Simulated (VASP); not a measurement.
# TiAl (P-6m2) in VASP: single point with PBEsol

Aim: the single point of TiAl with PBEsol.

Program: VASP 6.6.1. These are calculated values, not measurements. Logs are shortened: lines on timing, memory, paths and dates and some standing lists are left out, and cuts for length are marked.

## 1. Starting point

The structure is hexagonal, space group P-6m2 (No. 187). Conventional cell: a = 2.848 Å, b = 2.848 Å, c = 4.619 Å, α = 90.00°, β = 90.00°, γ = 120.00°. Ti (site symmetry -6m2) is surrounded by 6 Al at 2.83 Å and 6 Ti at 2.85 Å. Al (site symmetry -6m2) has 6 Ti at 2.83 Å and 6 Al at 2.85 Å as nearest neighbours.

The cell comes from a database or a generator and needn't be the stable form of this composition.

## 2. Single point, PBEsol

INCAR

```
PREC     = Accurate       # precision mode
ENCUT    = 520            # plane-wave cutoff, eV
EDIFF    = 1E-6           # SCF threshold, eV
ISMEAR   = 0              # smearing method
SIGMA    = 0.1            # smearing width, eV
LREAL    = False          # projectors in reciprocal space
LASPH    = True           # aspherical terms in the spheres
NELM     = 100            # most SCF steps
ALGO     = Fast           # electronic algorithm
ISIF     = 2              # what is computed and relaxed
LWAVE    = False          # write WAVECAR
LCHARG   = False          # write CHGCAR
GGA      = PS             # functional
NBANDS   = 14             # bands
```

KPOINTS

```
regular mesh
0
Gamma
  27 27 14
```

POSCAR

```
TiAl
1.0
    2.8475335181      0.0000000029      0.0000000000
   -1.4237667615      2.4660363634      0.0000000000
    0.0000000000      0.0000000000      4.6192521812
Ti Al
1 1
Direct
    0.0000000000      0.0000000000      0.0000000000
    0.3333333333      0.6666666667      0.5000000000
```

Potentials or basis: VASP PAW PBE potentials, release 64 (Ti_sv, Al).

Launch:

```sh
> cat potpaw_PBE.64/Ti_sv/POTCAR potpaw_PBE.64/Al/POTCAR > POTCAR
> mpirun -np 1 vasp_std > vasp.out
```

OUTCAR:

```text
PREC = Accurate
   ENCUT = 520
   EDIFF = 1E-6
   ISMEAR = 0
   LREAL = False
   LASPH = True
   NELM = 100
   ISIF = 2
   GGA = PS

 ion  position               nearest neighbor table
   1  0.000  0.000  0.000-   2 2.83   2 2.83   2 2.83   2 2.83   2 2.83   2 2.83
   2  0.333  0.667  0.500-   1 2.83   1 2.83   1 2.83   1 2.83   1 2.83   1 2.83

  LATTYP: Found a hexagonal cell.
 ALAT       =     2.8475335181
 C/A-ratio  =     1.6221941381

  Lattice vectors:

 A1 = (   2.8475335181,   0.0000000029,   0.0000000000)
 A2 = (  -1.4237667615,   2.4660363634,   0.0000000000)
 A3 = (   0.0000000000,   0.0000000000,   4.6192521812)

Analysis of symmetry for initial positions (statically):
=====================================================================
 Subroutine PRICEL returns:
 Original cell was already a primitive cell.

 Routine SETGRP: Setting up the symmetry group for a
 hexagonal supercell.

 Subroutine GETGRP returns: Found 12 space group operations
 (whereof 12 operations were pure point group operations)
 out of a pool of 24 trial point group operations.

The static configuration has the point symmetry D_3h.

Analysis of symmetry for dynamics (positions and initial velocities):
=====================================================================
 Subroutine PRICEL returns:
 Original cell was already a primitive cell.

 Routine SETGRP: Setting up the symmetry group for a
 hexagonal supercell.

 Subroutine GETGRP returns: Found 12 space group operations
 (whereof 12 operations were pure point group operations)
 out of a pool of 24 trial point group operations.

The dynamic configuration has the point symmetry D_3h.

 Subroutine INISYM returns: Found 12 space group operations
 (whereof 12 operations are pure point group operations),
 and found     1 'primitive' translations

----------------------------------------------------------------------------------------

                                     Primitive cell

  volume of cell :      32.4369

  direct lattice vectors                    reciprocal lattice vectors
     2.847533518  0.000000003  0.000000000     0.351181116  0.202754512  0.000000000
    -1.423766762  2.466036363  0.000000000    -0.000000000  0.405509024  0.000000000
     0.000000000  0.000000000  4.619252181     0.000000000  0.000000000  0.216485258

  length of vectors
     2.847533518  2.847533518  4.619252181     0.405509024  0.405509024  0.216485258

  position of ions in fractional coordinates (direct lattice)
     0.000000000  0.000000000  0.000000000
     0.333333333  0.666666667  0.500000000

  ion indices of the primitive-cell ions
   primitive index   ion index
                 1           1
                 2           2

----------------------------------------------------------------------------------------

 KPOINTS: regular mesh

Automatic generation of k-mesh.
 Grid dimensions read from file:
 generate k-points for:   27   27   14

 Generating k-lattice:

  Cartesian coordinates                     Fractional coordinates (reciprocal lattice)
     0.013006708  0.007509426  0.000000000     0.037037037  0.000000000  0.000000000
    -0.000000000  0.015018853  0.000000000    -0.000000000  0.037037037  0.000000000
     0.000000000  0.000000000  0.015463233     0.000000000  0.000000000  0.071428571

  Length of vectors
     0.015018853  0.015018853  0.015463233

  Shift w.r.t. Gamma in fractional coordinates (k-lattice)
     0.000000000  0.000000000  0.000000000

 Subroutine IBZKPT returns following result:
 ===========================================

 Found    600 irreducible k-points:

 Following reciprocal coordinates:
            Coordinates               Weight
  0.000000  0.000000  0.000000      1.000000
  0.037037 -0.000000  0.000000      6.000000
  0.074074 -0.000000  0.000000      6.000000
  0.111111  0.000000  0.000000      6.000000
  0.148148 -0.000000  0.000000      6.000000
  0.185185  0.000000  0.000000      6.000000
[... 16 lines left out ...]
  0.333333  0.037037  0.000000     12.000000
  0.370370  0.037037  0.000000     12.000000
 [... further k-points ...]
   k-points           NKPTS =    600   k-points in BZ     NKDIM =    600   number of bands    NBANDS=     14
   number of dos      NEDOS =    301   number of ions     NIONS =      2
   total plane-waves  NPLWV =  20736
   dimension x,y,z NGX =    24 NGY =   24 NGZ =   36
   dimension x,y,z NGXF=    48 NGYF=   48 NGZF=   72
   ions per type =               1   1
   NGX,Y,Z   is equivalent  to a cutoff of  14.01, 14.01, 12.96 a.u.
   NGXF,Y,Z  is equivalent  to a cutoff of  28.02, 28.02, 25.91 a.u.
 SYSTEM =  unknown system
   PREC   = accura    normal or accurate (medium, high low for compatibility)
   ISTART =      0    job   : 0-new  1-cont  2-samecut
   ICHARG =      2    charge: 1-file 2-atom 10-const
   ISPIN  =      1    spin polarized calculation?
   LNONCOLLINEAR =      F non collinear calculations
   LSORBIT =      F    spin-orbit coupling
   LASPH  =      T    aspherical Exc in radial PAW
   ENCUT  =  520.0 eV  38.22 Ry    6.18 a.u.   5.29  5.29  8.59*2*pi/ulx,y,z
   NELM   =    100;   NELMIN=  2; NELMDL= -5     # of ELM steps
   EDIFF  = 0.1E-05   stopping-criterion for ELM
   LREAL  =      F    real-space projection
   EDIFFG = 0.1E-04   stopping-criterion for IOM
   NSW    =      0    number of steps for IOM
   IBRION =     -1    ionic relax: 0-MD 1-quasi-New 2-CG
   NFREE  =      0    steps in history (QN), initial steepest desc. (CG)
   ISIF   =      2    stress and relaxation
   ISYM   =      2    0-nonsym 1-usesym 2-fastsym
   POTIM  = 0.5000    time-step for ionic-motion
   TEBEG  =    0.0;   TEEND  =   0.0 temperature during run
   PSTRESS=    0.0 pullay stress
   NELECT =      15.0000    total number of electrons
   NUPDOWN=      -1.0000    fix difference up-down
   EMIN   =  10.00;   EMAX   =-10.00  energy-range for DOS
   EFERMI =   0.00;   METHOD = LEGACY
   ISMEAR =     0;   SIGMA  =   0.10  broadening in eV -4-tet -1-fermi 0-gaus
   EFERMI_NEDOS =   21; number of points for ismear=-14 and -15
   IALGO  =     68    algorithm
   IMIX   =      4    mixing-type and parameters
     AMIX     =   0.40;   BMIX     =  1.00
     AMIX_MAG =   1.60;   BMIX_MAG =  1.00
  volume/ion in A,a.u.               =      16.22       109.45
  Fermi-wavevector in a.u.,A,eV,Ry     =   1.265975  2.392347 21.805970  1.602694
  Thomas-Fermi vector in A             =   2.399200
   LORBIT       =      0    0 simple, 1 ext, 2 COOP (PROOUT), +10 PAW based schemes
   GGA     = PS    functional components
   LHFCALC =     F    Hartree Fock is set to
   AEXX    =    0.0000 exact exchange contribution
   IVDW    =     0    specifies the selected vdW correction
   LEPSILON=     F    determine dielectric tensor
   LRPA    =     F    only Hartree local field effects (RPA)
 non-spin polarized calculation
 RMM-DIIS sequential band-by-band and
 Gauss-broadening in eV      SIGMA  =   0.10
  energy-cutoff  :      520.00
  volume of cell :       32.44
 maximum number of plane-waves:       888
 NGX is ok and might be reduce to    24
   NGX = 11   NGY = 11   NGZ = 17

 number of electron      15.0000005 magnetization

 Free energy of the ion-electron system (eV)
  ---------------------------------------------------
  ext. energy  EPLUGINS =         0.00000000
  ---------------------------------------------------
  free energy    TOTEN  =       -12.93827323 eV

  energy without entropy =      -12.92466254  energy(sigma->0) =      -12.93146788

 E-fermi :   8.0357     XC(G=0): -11.1462

 val. band max:        8.0343239123   @ k =   0.2593   0.1481   0.2857
 cond. band min:       8.0358033062   @ k =   0.2593   0.1111   0.1429
 fundamental gap:      0.0014793939
 Fermi energy:         8.0356935169

 k-point     1 :       0.0000    0.0000    0.0000
  band No.  band energies     occupation
      1     -48.1949      2.00000
      2     -24.6229      2.00000
      3     -24.1748      2.00000
      4     -24.1748      2.00000
      5      -0.9941      2.00000
      6       5.7281      2.00000
      7       6.2510      2.00000
      8       9.3450      0.00000
      9       9.3450      0.00000
     10      10.8711      0.00000
     11      10.8711      0.00000
     12      12.1362      0.00000
     13      21.0644      0.00000
     14      21.0644      0.00000

 k-point     2 :       0.0370   -0.0000    0.0000
  band No.  band energies     occupation
      1     -48.1935      2.00000
      2     -24.6215      2.00000
      3     -24.1835      2.00000
      4     -24.1767      2.00000
      5      -0.9594      2.00000
      6       5.7664      2.00000
      7       6.2541      2.00000
      8       9.3100      0.00000
      9       9.3738      0.00000
     10      10.8611      0.00000
     11      10.8794      0.00000
     12      12.1443      0.00000
     13      20.3517      0.00000
     14      20.6344      0.00000

 k-point     3 :       0.0741   -0.0000    0.0000
  band No.  band energies     occupation
      1     -48.1894      2.00000
      2     -24.6174      2.00000
      3     -24.2091      2.00000
      4     -24.1825      2.00000
      5      -0.8555      2.00000
      6       5.8792      2.00000
      7       6.2629      2.00000
      8       9.2093      0.00000
      9       9.4596      0.00000
     10      10.8316      0.00000
     11      10.9047      0.00000
     12      12.1680      0.00000
     13      19.1610      0.00000
     14      20.0036      0.00000
[... 324 lines left out ...]
 k-point    23 :       0.3333    0.0370    0.0000
  band No.  band energies     occupation
      1     -48.1105      2.00000
      2     -24.6749      2.00000
      3     -24.5400      2.00000
      4     -24.2940      2.00000
      5       2.0001      2.00000
      6       6.4260      2.00000
      7       6.9456      2.00000
      8       7.8376      1.99491
      9      10.2472      0.00000
     10      11.2862      0.00000
     11      11.8370      0.00000
     12      11.9501      0.00000
     13      13.1577      0.00000
     14      16.1908      0.00000

 k-point    24 :       0.3704    0.0370    0.0000
  band No.  band energies     occupation
      1     -48.1016      2.00000
      2     -24.7255      2.00000
      3     -24.5313      2.00000
      4     -24.3063      2.00000
      5       2.6121      2.00000
      6       6.4443      2.00000
      7       6.6872      2.00000
      8       7.4794      2.00000
      9      10.1831      0.00000
     10      11.5028      0.00000
     11      12.0291      0.00000
     12      12.0441      0.00000
     13      13.2704      0.00000
     14      15.9582      0.00000

 [... further k-points ...]

------------------------ aborting loop because EDIFF is reached ----------------------------------------

  FORCE on cell =-STRESS in cart. coord.  units (eV):
  Direction    XX          YY          ZZ          XY          YZ          ZX
  --------------------------------------------------------------------------------------
  -------------------------------------------------------------------------------------
  Total        0.0007176      0.0007176      0.0073976      0.0000000      0.0000000      0.0000000
  in kB        0.0354435      0.0354435      0.3653949      0.0000000      0.0000000      0.0000000
  external PRESSURE =       0.1454273 kB  Pullay stress =       0.0000000 kB

 VOLUME and BASIS-vectors are now :
 -----------------------------------------------------------------------------
  energy-cutoff  :      520.00
  volume of cell :       32.44
      direct lattice vectors                 reciprocal lattice vectors
     2.847533518  0.000000003  0.000000000     0.351181116  0.202754512  0.000000000
    -1.423766762  2.466036363  0.000000000    -0.000000000  0.405509024  0.000000000
     0.000000000  0.000000000  4.619252181     0.000000000  0.000000000  0.216485258

 POSITION                                       TOTAL-FORCE (eV/Angst)
 -----------------------------------------------------------------------------------
      0.00000      0.00000      0.00000         0.000000      0.000000      0.000000
     -0.00000      1.64402      2.30963        -0.000000     -0.000000      0.000000
 -----------------------------------------------------------------------------------
    total drift:                                0.000000     -0.000000      0.000000

  FREE ENERGIE OF THE ION-ELECTRON SYSTEM (eV)
  ---------------------------------------------------
  free  energy   TOTEN  =       -12.9382732294 eV

  energy  without entropy=      -12.9246625371  energy(sigma->0) =      -12.93146788
```

It took 12 min on 1 thread of Intel Xeon Platinum 8375C at 2.90GHz (Ice Lake), shared host; peak memory 0.39 GiB.

Results:

```yaml
Free_energy: -12.9383 eV
Pressure: 0.0 GPa
Band_gap_on_the_k_mesh: none (metal or under the smearing width)
```

Levels at points of the mesh, in eV from the Fermi level:
```csv
k point,band 4,band 5,band 6,band 7,band 8,band 9,band 10,band 11
"(0.00, 0.00, 0.00)",-32.21,-9.03,-2.31,-1.78,1.31,1.31,2.84,2.84
"(0.00, 0.00, 0.50)",-32.21,-8.09,-5.32,-0.42,1.32,1.32,2.75,2.75
```

Caveat: the PAW data sets were made with another functional, which shifts forces and pressure a little.
